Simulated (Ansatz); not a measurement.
## Strain response of TaN

All numbers below come from DFT r2SCAN, scalar-relativistic, plane waves, PAW (Ansatz 0.2.0). Run with 500 eV cutoff, 12×12×12 k-mesh, Gaussian smearing of 0.10 eV, no spin polarisation.

The relaxed crystal:

```
CELL_PARAMETERS angstrom
5.19963 0.00000 0.00000
-2.59981 4.50301 0.00000
0.00000 0.00000 2.91036
ATOMIC_POSITIONS crystal
Ta 0.33333 0.66667 0.50000
Ta 0.66667 0.33333 0.50000
Ta 0.00000 0.00000 0.00000
N 0.39241 0.00000 0.00000
N 0.60759 0.60759 0.00000
N 0.00000 0.39241 0.00000
```

Deformation: c alone is stretched, the rest of the cell is held and the atoms relax, all within the symmetry that the strain leaves. Energies are extrapolated to zero smearing.

Spin–orbit coupling is left out, which can shift energies with elements as heavy as these.

| strain (%) | ΔE (meV/atom) | a (Å) | b (Å) | c (Å) |
| --- | --- | --- | --- | --- |
| -3.0 | 23.7 | 5.200 | 5.200 | 2.823 |
| -2.0 | 10.3 | 5.200 | 5.200 | 2.852 |
| -1.0 | 2.5 | 5.200 | 5.200 | 2.881 |
| +0.0 | 0.0 | 5.200 | 5.200 | 2.910 |
| +1.0 | 2.3 | 5.200 | 5.200 | 2.939 |
| +2.0 | 9.3 | 5.200 | 5.200 | 2.969 |
| +3.0 | 20.6 | 5.200 | 5.200 | 2.998 |

(1) What stiffness (1/V) d²E/dε² at zero strain does a cubic fit over all points give?

Answers

(1) A cubic fit gives (1/V) d²E/dε² = 695 GPa at zero strain (the elastic constant along c at held a and b).